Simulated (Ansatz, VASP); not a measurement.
SiO2: VASP beside Ansatz

```
Si O
1.0
     4.85359    0.00000    0.00000
    -2.42680    4.20333    0.00000
     0.00000    0.00000    5.47969
Si O
3 6
Direct
  0.00000 0.50000 0.33333
  0.50000 0.50000 0.66667
  0.50000 0.00000 0.00000
  0.60098 0.80049 0.83333
  0.80049 0.60098 0.50000
  0.80049 0.19951 0.16667
  0.39902 0.19951 0.83333
  0.19951 0.39902 0.50000
  0.19951 0.80049 0.16667
```

Alike in both runs: functional r2SCAN; k mesh 6 × 6 × 4; occupations gaussian, width 0.02 eV; no spin polarisation.

Ansatz relaxed the structure, and its values are those at the end. VASP's run is a single point on that final structure, the one shown.

|  | VASP | Ansatz |
| --- | --- | --- |
| version | VASP 6.6.1 | Ansatz 0.2.0 |
| potentials or method | VASP PAW PBE potentials, release 64 (Si, O) | scalar-relativistic, plane waves, PAW |
| plane-wave cutoff (eV) | 520 | 500 |
| valence electrons in the cell | 48 | 48 |

|  | VASP | Ansatz | Ansatz less VASP |
| --- | --- | --- | --- |
| gap on the k mesh at the Fermi level (eV) | 6.49 | 6.50 | +0.008 |
| least direct gap on the mesh (eV) | 6.58 | 6.58 | +0.006 |
| pressure (GPa) | 15.2 | 14.9 | -0.26 |
| rms of the force components (eV/Å) | 0.007 | 0.001 | -0.0067 |

Caveats: so large a pressure means that the cell lies far from this level's equilibrium, or that cutoff or potentials fall short (VASP); the potentials were made for another functional, which shifts forces and pressure (VASP). A k mesh can miss the band edges. r2SCAN opens gaps a little over a GGA but as a rule still falls short of measured ones.
